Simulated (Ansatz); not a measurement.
Consider the cleavage of the Si–Si bond: `C[SiH]([SiH3])[NH][AlH2]` + acetic acid → `CC(=O)O[SiH3]` + `C[SiH2][NH][AlH2]`.

Isolated molecules relaxed with PBE0-D4/def2-TZVP in Ansatz; ΔE leaves out vibrations. CBS: MP2 limit from def2 TZ/QZ plus the TZ coupled-cluster correction, frozen cores. Functionals use def2-TZVPP. B3LYP here is the variant with VWN-RPA as its local correlation; programs differ in this. One conformer a species, not always the lowest.

```csv
level,ΔE (kJ/mol),difference from CCSD(T)/CBS
r2SCAN-D4,-75.7,8.5
PBE0-D4,-63.6,20.6
B3LYP-D4,-80.0,4.2
ωB97X-V,-80.9,3.3
ωB97M-V,-86.0,-1.8
PBE,-58.6,25.6
r2SCAN,-76.4,7.8
PBE0,-65.7,18.5
B3LYP,-83.1,1.1
HF/def2-TZVPP,-106.0,-21.8
MP2/def2-TZVPP,-91.0,-6.8
SCS-MP2/def2-TZVPP,-95.3,-11.1
CCSD(T)/def2-TZVPP,-84.0,0.2
SCS-MP2/def2-QZVPP,-95.8,-11.6
MP2/CBS(def2),-91.1,-6.9
CCSD/CBS(def2),-86.9,-2.7
CCSD(T)/CBS,-84.2,0
```

Largest T1 diagnostic among the species: 0.015.

The D4 term adds +3.1 kJ/mol with B3LYP and +2.1 kJ/mol with PBE0; it sums over pairs of atoms, weighted by their polarisabilities, and B3LYP, whose exchange is more repulsive, gets the larger term. From PBE to PBE0 (25 % exact exchange), in def2-TZVPP and without D4, ΔE moves by −7.2 kJ/mol.

CCSD(T)/CBS has its own doubt, a few kJ/mol and more with outer-core shells, so smaller differences from it don't rank the levels.
